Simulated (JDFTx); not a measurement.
Crystal: MgO.

```xyz
2
Lattice="0.0000 2.0970 2.0970 2.0970 0.0000 2.0970 2.0970 2.0970 0.0000" Properties=species:S:1:pos:R:3 pbc="T T T"
Mg    0.0000    0.0000    0.0000
O     2.0970    2.0970    2.0970
```

The cell is a database's computed one.

Base run:

```yaml
Program: JDFTx 1.7.0 (patched build)
Functional: TASK
Potentials_or_basis: SG15-PBE-1.2
Cutoff: 1088 eV
Density_cutoff: 8708 eV
k_mesh: 11 × 11 × 11
Occupations: fermi-dirac, width 0.05 eV
Spin: no spin polarisation
```

Its results: band gap on the k mesh 7.23 eV, direct; pressure 24.6 GPa.

Task: The run is repeated on the same cell with these changes: functional from TASK to r2SCAN. What comes out?

Result: Band gap on the k mesh 5.66 eV, direct; pressure 1.9 GPa.

Caveats: the cutoff is short for these files and lowers the pressure by up to 1 GPa; the potentials were made for another functional, which shifts forces and pressure; so large a pressure means that the cell lies far from this level's equilibrium, or that cutoff or potentials fall short (some runs).

